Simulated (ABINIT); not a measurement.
# InPd (Pm-3m) in ABINIT: settings compared

Aim: see how the results for InPd move with the level of theory and the settings. Levels: PBEsol, PBE. Tasks: relaxation of cell and atoms, single point.

All numbers are computed with ABINIT 10.8.3 (patched build); they aren't measurements. Logs are shortened: lines on timing, memory, paths and dates and some standing lists are left out, and cuts for length are marked. The log counts tension as positive stress, the text compression.

**1. The structure**

The structure is cubic, space group Pm-3m (No. 221). Conventional cell: a = 3.272 Å, b = 3.272 Å, c = 3.272 Å, α = 90.00°, β = 90.00°, γ = 90.00°. In (site symmetry m-3m) has 8 Pd at 2.83 Å as nearest neighbours. Pd (site symmetry m-3m) is surrounded by 8 In at 2.83 Å.

The cell comes from a database or a generator and needn't be the stable form of this composition.

**2. Relaxation of cell and atoms, PBEsol**

run.abi

```
# Pseudopotentials
pp_dirpath "./"
pseudos "In.GGA_PBE-JTH.xml, Pd.GGA_PBE-JTH.xml"

# Structure
acell 6.1829661455 6.1829661455 6.1829661455
rprim
     1.0000000000     0.0000000000     0.0000000000
     0.0000000000     1.0000000000     0.0000000000
     0.0000000000     0.0000000000     1.0000000000
ntypat 2
znucl 49 46
natom 2
typat 1 2
chkprim 0
chksymtnons 0
tolsym 1.0e-6
xred
            0.0            0.0            0.0
            1/2            1/2            1/2

# Plane-wave basis
ecut 22.0
pawecutdg 44.0
pawxcdev 0
pawovlp -1
ecutsm 0.5

# k points
kptopt 1
ngkpt 6 6 6
nshiftk 1
shiftk 0.0 0.0 0.0

# Exchange and correlation
ixc -116133

# Bands and occupations
nband 20
occopt 3
tsmear 0.00183747

# SCF cycle
nstep 80
tolvrs 1.0e-10

# Output
iomode 3
prteig 0
prtebands 0
prtwf 0
prtden 0

# Relaxation
ionmov 2
optcell 2
ntime 50
tolmxf 2.0e-5
dilatmx 1.08
```

Potentials or basis: JTH PAW PBE v2.0.

Launch:

```console
abinit run.abi > log 2>&1
```

run.abo:

```text
.Version 10.8.3 of ABINIT
 Symmetries : space group Pm -3 m (#221); Bravais cP (primitive cubic)
================================================================================
 Values of the parameters that define the memory need of the present run
     intxc =       0    ionmov =       2      iscf =      17    lmnmax =      18
     lnmax =       6     mgfft =      30  mpssoang =       3    mqgrid =    3001
     natom =       2  nloc_mem =       2    nspden =       1   nspinor =       1
    nsppol =       1      nsym =      48    n1xccc =       1    ntypat =       2
    occopt =       3   xclevel =       2
       mpw =        1482          nfft =       27000          nkpt =          20
 PAW method is used; the additional fine FFT grid is defined by:
   mgfftf=        40    nfftf =     64000
================================================================================
================================================================================

--------------------------------------------------------------------------------
------------- Echo of variables that govern the present computation ------------
--------------------------------------------------------------------------------
 -outvars: echo values of preprocessed input variables --------
            acell      6.1829661455E+00  6.1829661455E+00  6.1829661455E+00 Bohr
              amu      1.14820000E+02  1.06420000E+02
          chkprim           0
      chksymtnons           0
          dilatmx      1.08000000E+00
             ecut      2.20000000E+01 Hartree
           ecutsm      5.00000000E-01 Hartree
           ionmov           2
              ixc     -116133
         kptrlatt        6    0    0      0    6    0      0    0    6
          kptrlen      3.70977969E+01
            natom           2
            nband          20
            ngfft          30      30      30
          ngfftdg          40      40      40
             nkpt          20
            nstep          80
             nsym          48
            ntime          50
           ntypat           2
           occopt           3
          optcell           2
        pawecutdg      4.40000000E+01 Hartree
          pawovlp     -1.0000000000E+00
         pawxcdev           0
           prtden           0
        prtebands           0
           prteig           0
            prtwf           0
          spgroup         221
           tolmxf      2.00000000E-05
           tolsym      1.00000000E-06
           tolvrs      1.00000000E-10
           tsmear      1.83747000E-03 Hartree
            typat      1  2
           useylm           1
           xangst      0.0000000000E+00  0.0000000000E+00  0.0000000000E+00
                       1.6359423889E+00  1.6359423889E+00  1.6359423889E+00
            xcart      0.0000000000E+00  0.0000000000E+00  0.0000000000E+00
                       3.0914830728E+00  3.0914830728E+00  3.0914830728E+00
             xred      0.0000000000E+00  0.0000000000E+00  0.0000000000E+00
                       5.0000000000E-01  5.0000000000E-01  5.0000000000E-01
            znucl       49.00000   46.00000

================================================================================

 chkinp: Checking input parameters for consistency.

================================================================================
== DATASET  1 ==================================================================

--- !DatasetInfo
iteration_state: {dtset: 1, }
dimensions: {natom: 2, nkpt: 20, mband: 20, nsppol: 1, nspinor: 1, nspden: 1, mpw: 1482, }
cutoff_energies: {ecut:  22.0, pawecutdg:  44.0, }
electrons: {nelect:   3.10000000E+01, charge:   0.00000000E+00, occopt:   3.00000000E+00, tsmear:   1.83747000E-03, }
meta: {optdriver: 0, ionmov: 2, optcell: 2, iscf: 17, paral_kgb: 0, }
...

 Real(R)+Recip(G) space primitive vectors, cartesian coordinates (Bohr,Bohr^-1):
 R(1)=  6.1829661  0.0000000  0.0000000  G(1)=  0.1617347  0.0000000  0.0000000
 R(2)=  0.0000000  6.1829661  0.0000000  G(2)=  0.0000000  0.1617347  0.0000000
 R(3)=  0.0000000  0.0000000  6.1829661  G(3)=  0.0000000  0.0000000  0.1617347
 Unit cell volume ucvol=  2.3636905E+02 bohr^3
 Angles (23,13,12)=  9.00000000E+01  9.00000000E+01  9.00000000E+01 degrees

 Coarse grid specifications (used for wave-functions):

 getcut: wavevector=  0.0000  0.0000  0.0000  ngfft=  30  30  30
         ecut(hartree)=     25.661   => boxcut(ratio)=   2.12777

 Fine grid specifications (used for densities):

 getcut: wavevector=  0.0000  0.0000  0.0000  ngfft=  40  40  40
         ecut(hartree)=     51.322   => boxcut(ratio)=   2.00608

--- Pseudopotential description ------------------------------------------------
- pspini: atom type   1  psp file is ./In.GGA_PBE-JTH.xml
 Pseudopotential format is: paw10
 basis_size (lnmax)=  6 (lmn_size= 18), orbitals=   0   0   1   1   2   2
 Spheres core radius: rc_sph= 2.50644782
 Shapefunction is BESSEL type: shapef(r,l)=aa(1,l)*jl(q(1,l)*r)+aa(2,l)*jl(q(2,l)*r)
 Radius for shape functions =  1.40569481
 Compensation charge density is not taken into account in XC energy/potential

- pspini: atom type   2  psp file is ./Pd.GGA_PBE-JTH.xml
 Pseudopotential format is: paw10
 basis_size (lnmax)=  6 (lmn_size= 18), orbitals=   0   0   1   1   2   2
 Spheres core radius: rc_sph= 2.51164926
 Shapefunction is SIN type: shapef(r)=[sin(pi*r/rshp)/(pi*r/rshp)]**2
 Radius for shape functions =  2.51164926
 Compensation charge density is not taken into account in XC energy/potential

   2.20668918E+03                                ecore*ucvol(ha*bohr**3)
--------------------------------------------------------------------------------

================================================================================

=== [ionmov= 2] Broyden-Fletcher-Goldfarb-Shanno method (forces)
================================================================================

--- Iteration: ( 1/50) Internal Cycle: (1/1)
--------------------------------------------------------------------------------

---SELF-CONSISTENT-FIELD CONVERGENCE--------------------------------------------
[... 417 lines left out ...]
 Difference of energy with previous step (new-old):
           Absolute (Ha)=-4.64806E-07
           Relative     =-2.48727E-09

 At Broyd/MD step   4, gradients are converged :
  max grad (force/stress) = 6.1823E-06 < tolmxf= 2.0000E-05 ha/bohr (free atoms)

================================================================================

 ----iterations are completed or convergence reached----

 Mean square residual over all n,k,spin=   53.053E-11; max=  20.591E-08
 reduced coordinates (array xred) for    2 atoms
       0.000000000000      0.000000000000      0.000000000000
       0.500000000000      0.500000000000      0.500000000000
 rms dE/dt=  0.0000E+00; max dE/dt=  0.0000E+00; dE/dt below (all hartree)
    1       0.000000000000      0.000000000000      0.000000000000
    2       0.000000000000      0.000000000000      0.000000000000

 cartesian coordinates (angstrom) at end:
    1      0.00000000000000     0.00000000000000     0.00000000000000
    2      1.62461214481389     1.62461214481389     1.62461214481389

 cartesian forces (hartree/bohr) at end:
    1     -0.00000000000000    -0.00000000000000    -0.00000000000000
    2     -0.00000000000000    -0.00000000000000    -0.00000000000000
 frms,max,avg= 0.0000000E+00 0.0000000E+00   0.000E+00  0.000E+00  0.000E+00 h/b

 cartesian forces (eV/Angstrom) at end:
    1     -0.00000000000000    -0.00000000000000    -0.00000000000000
    2     -0.00000000000000    -0.00000000000000    -0.00000000000000
 frms,max,avg= 0.0000000E+00 0.0000000E+00   0.000E+00  0.000E+00  0.000E+00 e/A
 length scales=  6.140144029044  6.140144029044  6.140144029044 bohr
              =  3.249224289628  3.249224289628  3.249224289628 angstroms
 Fermi (or HOMO) energy (hartree) =   0.37671   Average Vxc (hartree)=  -0.44914
 Eigenvalues (hartree) for nkpt=  20  k points:
 kpt#   1, nband= 20, wtk=  0.00463, kpt=  0.0000  0.0000  0.0000 (reduced coord)
  -2.73265   -1.47450   -1.47450   -1.47450   -0.17171   -0.17171   -0.15554   -0.15554
  -0.15554   -0.00272    0.23075    0.23075    0.28935    0.28935    0.28935    0.53064
   0.53064    0.53064    0.72768    0.77019
      occupation numbers for kpt#   1
   2.00000    2.00000    2.00000    2.00000    2.00000    2.00000    2.00000    2.00000
   2.00000    2.00000    2.00000    2.00000    2.00000    2.00000    2.00000    0.00000
   0.00000    0.00000    0.00000    0.00000
 prteigrs : prtvol=0 or 1, do not print more k-points.

--- !EnergyTerms
iteration_state     : {dtset: 1, itime: 4, icycle: 1, }
comment             : Components of total free energy in Hartree
kinetic             :  2.71174025819372E+01
hartree             :  3.34524201602188E+01
xc                  : -1.17500853750544E+01
Ewald energy        : -1.44466781476566E+02
psp_core            :  9.53247092662341E+00
local_psp           : -1.02109086418434E+02
PAW spherical_terms :  1.34999729821270E+00
internal            : -1.86873662303062E+02
'-kT*entropy'       : -2.17876064668831E-04
total_energy        : -1.86873880179127E+02
total_energy_eV     : -5.08509733283940E+03
...

--- !EnergyTermsDC
iteration_state     : {dtset: 1, itime: 4, icycle: 1, }
comment             : '"Double-counting" decomposition of free energy'
band_energy         : -1.27812960915323E+01
Ewald energy        : -1.44466781476566E+02
psp_core            :  9.53247092662341E+00
xc_dc               : -3.55473235699989E+01
PAW spherical_terms : -3.61073645604971E+00
internal            : -1.86873666667524E+02
'-kT*entropy'       : -2.17876064668831E-04
total_energy_dc     : -1.86873884543588E+02
total_energy_dc_eV  : -5.08509745160244E+03
...

--- !EnergyTermsWithPAWCore
iteration_state     : {dtset: 1, itime: 4, icycle: 1, }
comment             : 'Components of total free energy, including PAW core contributions'
Total energy        : -1.09227095606435E+04
Total energy DC     : -1.09227095650080E+04
Total energy (eV)   : -2.97222068707340E+05
Total energy DC (eV): -2.97222068826103E+05
...

 Cartesian components of stress tensor (hartree/bohr^3)
  sigma(1 1)=  6.18234838E-08  sigma(3 2)=  0.00000000E+00
  sigma(2 2)=  6.18234838E-08  sigma(3 1)=  0.00000000E+00
  sigma(3 3)=  6.18234839E-08  sigma(2 1)=  0.00000000E+00

-Cartesian components of stress tensor (GPa)         [Pressure= -1.8189E-03 GPa]
- sigma(1 1)=  1.81890969E-03  sigma(3 2)=  0.00000000E+00
- sigma(2 2)=  1.81890969E-03  sigma(3 1)=  0.00000000E+00
- sigma(3 3)=  1.81890969E-03  sigma(2 1)=  0.00000000E+00

== END DATASET(S) ==============================================================
================================================================================

 -outvars: echo values of variables after computation  --------
            acell      6.1401440290E+00  6.1401440290E+00  6.1401440290E+00 Bohr
           etotal     -1.8687388454E+02
            fcart     -0.0000000000E+00 -0.0000000000E+00 -0.0000000000E+00
                      -0.0000000000E+00 -0.0000000000E+00 -0.0000000000E+00
           strten      6.1823483798E-08  6.1823483770E-08  6.1823483895E-08
                       0.0000000000E+00  0.0000000000E+00  0.0000000000E+00
           xangst      0.0000000000E+00  0.0000000000E+00  0.0000000000E+00
                       1.6246121448E+00  1.6246121448E+00  1.6246121448E+00
             xred      0.0000000000E+00  0.0000000000E+00  0.0000000000E+00
                       5.0000000000E-01  5.0000000000E-01  5.0000000000E-01
 Calculation completed.
```

Run time: 2.3 min. Hardware: 1 thread of Arm Neoverse V1, shared host; peak memory 0.12 GiB.

Results:

```
Free energy                            : -5085.0975 eV
Relaxed volume                         : 17.15 Å³/atom
Relaxed cell                           : a = 3.249 Å, b = 3.249 Å, c = 3.249 Å, α = 90.00°, β = 90.00°, γ = 90.00°
Space group after relaxing (to 0.05 Å) : Pm-3m (No. 221)
Energy gained by relaxing              : 3.1 meV/atom
Ionic steps                            : 4
Pressure after relaxing                : 0.0 GPa
Band gap on the k mesh                 : none (metal or under the smearing width)
```

The path:
| step | energy change (eV) | largest force (eV/Å) | pressure (GPa) | volume (Å³) |
| --- | --- | --- | --- | --- |
| 1 | 0.0000 | 0.0000 | -2.66 | 35.03 |
| 2 | -0.0038 | 0.0000 | -1.67 | 34.74 |
| 3 | -0.0061 | 0.0000 | 0.12 | 34.27 |
| 4 | -0.0061 | 0.0000 | 0.00 | 34.30 |

Final structure:
```yaml
crystal:
  lattice:
    - [3.24922, 0.00000, 0.00000]
    - [0.00000, 3.24922, 0.00000]
    - [0.00000, 0.00000, 3.24922]
  atoms:
    - { symbol: In, position: [0.00000, 0.00000, 0.00000] }
    - { symbol: Pd, position: [0.50000, 0.50000, 0.50000] }
```

Caveat: the PAW data sets were made with another functional, which shifts forces and pressure a little.

**3. Single point, PBEsol**

run.abi

```
# Pseudopotentials
pp_dirpath "./"
pseudos "In.upf, Pd.upf"

# Structure
acell 3*1.0 Angstrom
rprim
     3.2718847800     0.0000000000     0.0000000000
     0.0000000000     3.2718847800     0.0000000000
     0.0000000000     0.0000000000     3.2718847800
ntypat 2
znucl 49 46
natom 2
typat 1 2
xred
     0.0000000000     0.0000000000     0.0000000000
     0.5000000000     0.5000000000     0.5000000000

# Plane-wave basis
ecut 1006.821291 eV

# k points
kptopt 1
ngkpt 6 6 6
nshiftk 1
shiftk 0.0 0.0 0.0

# Exchange and correlation
ixc -116133

# Bands and occupations
nband 20
occopt 3
tsmear 0.00183747

# SCF cycle
nstep 100
tolvrs 1.0e-10

# Output
iomode 3
prtwf 0
prtden 0
prteig 0
prtebands 0
prtvol 2
```

Potentials or basis: PseudoDojo NC SR PBEsol v0.4.1 standard.

Launch:

```console
abinit run.abi > log 2>&1
```

Wall time 20 s (1 thread of Intel Xeon 6975P-C (Granite Rapids), shared host); peak memory 0.07 GiB.

The run converged. Its results:

```yaml
Free_energy: -5474.8384 eV
Pressure: -2.9 GPa
Band_gap_on_the_k_mesh: none (metal or under the smearing width)
Valence_electrons_inside_the_program's_atomic_spheres: In 9.89; Pd 15.30
```

Levels at points of the mesh, in eV from the Fermi level:
| k point | band 13 | band 14 | band 15 | band 16 | band 17 | band 18 |
| --- | --- | --- | --- | --- | --- | --- |
| (0.00, 0.00, 0.00) | -2.31 | -2.31 | -2.31 | 4.19 | 4.19 | 4.19 |
| (0.50, 0.00, 0.00) | -3.30 | -3.30 | -2.38 | -1.15 | 9.50 | 9.50 |
| (0.50, 0.50, 0.00) | -2.72 | -2.37 | -2.37 | -1.73 | 1.41 | 2.41 |
| (0.50, 0.50, 0.50) | -1.69 | -1.69 | -0.13 | 3.74 | 3.74 | 3.74 |

**4. Single point, PBE**

run.abi

```
pp_dirpath "./"
pseudos "In.upf, Pd.upf"

acell 3*1.0 Angstrom
rprim
     3.2718847800     0.0000000000     0.0000000000
     0.0000000000     3.2718847800     0.0000000000
     0.0000000000     0.0000000000     3.2718847800
ntypat 2
znucl 49 46
natom 2
typat 1 2
xcart
     0.0000000000     0.0000000000     0.0000000000
     3.0914830728     3.0914830728     3.0914830728

ecut 952.398519 eV

kptopt 1
ngkpt 6 6 6
nshiftk 1
shiftk 0.0 0.0 0.0

ixc 11

nband 20
occopt 3
tsmear 0.00183747

nstep 100
tolvrs 1.0e-10

iomode 3
prtwf 0
prteig 0
prtebands 0
enunit 1
prtden 1
prtvha 1
prtvclmb 1
prtpot 1
prtelf 1
```

Potentials or basis: PseudoDojo NC SR PBE v0.4.1 standard.

Launch:

```console
abinit run.abi > log 2>&1
```

Run time: 27 s. Hardware: 1 thread of Arm Neoverse V2, shared host; peak memory 0.07 GiB.

The run converged. Its results:

- Free energy: -5496.0074 eV
- Band gap on the k mesh: none (metal or under the smearing width)
- Valence electrons inside the program's atomic spheres: In 9.89; Pd 15.32

Levels at points of the mesh, in eV from the Fermi level:
| k point | band 11 | band 12 | band 13 | band 14 | band 15 | band 16 | band 17 | band 18 | band 19 | band 20 |
| --- | --- | --- | --- | --- | --- | --- | --- | --- | --- | --- |
| (0.00, 0.00, 0.00) | -3.88 | -3.88 | -2.34 | -2.34 | -2.34 | 4.22 | 4.22 | 4.22 | 9.39 | 10.53 |
| (0.50, 0.00, 0.00) | -6.04 | -3.85 | -3.31 | -3.31 | -2.41 | -1.18 | 9.52 | 9.52 | 9.90 | 10.71 |
| (0.50, 0.50, 0.00) | -3.56 | -2.75 | -2.75 | -2.35 | -2.35 | -1.77 | 1.40 | 2.43 | 9.47 | 11.47 |
| (0.50, 0.50, 0.50) | -4.92 | -4.92 | -1.73 | -1.73 | -0.09 | 3.76 | 3.76 | 3.76 | 4.36 | 4.36 |

Caveat: the cutoff is too short for stress, so the log's stress isn't used.

**5. Summary**

| task | level | potentials or basis | cell | cutoff (eV) | cell freedom (optcell) | optimiser (ionmov) | cutoff smearing ecutsm (Ha) | force stop (Ha/bohr) | fine-grid cutoff | gap on the mesh (eV) | pressure (GPa) |
| --- | --- | --- | --- | --- | --- | --- | --- | --- | --- | --- | --- |
| relaxation of cell and atoms | PBEsol | JTH PAW PBE v2.0 | relaxed | 599 | 2 | 2 | 0.5 | 2e-05 | 1197.3 eV | none | 0.0 |
| single point | PBEsol | PseudoDojo NC SR PBEsol v0.4.1 standard | as given | 1007 | - | - | - | - | - | none | -2.9 |
| single point | PBE | PseudoDojo NC SR PBE v0.4.1 standard | as given | 952 | - | - | - | - | - | none | - |

Alike in all rows: no spin polarisation; k mesh 6 × 6 × 6; smearing fermi-dirac 0.05 eV.

Caveats: the PAW data sets were made with another functional, which shifts forces and pressure a little (some runs).

Absolute energies hang on the potentials; compare differences alone.
